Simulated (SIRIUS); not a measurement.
# Ru in SIRIUS: convergence with k mesh

Crystal: Ru.

```
Ru
1.0
     2.70580    0.00000    0.00000
    -1.35290    2.34329    0.00000
     0.00000    0.00000    4.28190
Ru
2
Direct
  0.66667 0.33333 0.75000
  0.33333 0.66667 0.25000
```

- Program: SIRIUS 7.12.0
- Task: single point
- Functional: PBEsol
- Potentials or basis: GBRV 1.5 PBEsol (ultrasoft)
- Cutoff: 557 eV
- Density cutoff: 5442 eV
- k mesh: 3 × 3 × 2
- Occupations: cold, width 0.05 eV
- Spin: no spin polarisation

These are the settings of the first run; the series varies k mesh, with any setting tied to it.

Hardware: 1 thread of AMD EPYC 9R45 96-Core Processor (Zen 5) (shared host).

```csv
k mesh,energy less the tightest run (meV/atom),pressure (GPa),SCF cycles,CPU time (s),peak memory (GiB)
3 × 3 × 2,460.69,1.97,24,4.6,0.17
4 × 4 × 2,-180.02,-10.40,23,5,0.17
6 × 6 × 3,40.79,-6.03,19,5.7,0.19
8 × 8 × 4,-12.95,-6.85,24,9.8,0.21
9 × 9 × 5,-11.15,-6.99,23,11,0.22
11 × 11 × 6,7.79,-6.71,20,15,0.26
14 × 14 × 8,5.29,-6.75,20,26,0.35
16 × 16 × 9,0.00,-6.87,20,32,0.39
```

Not settled before the last step: the energy (to 1 meV/atom), the pressure (to 0.1 GPa). Meshes of other sizes hit other points, so gaps and Fermi surfaces needn't settle smoothly. The tightest run that finished is the yardstick and may itself not be fully converged.
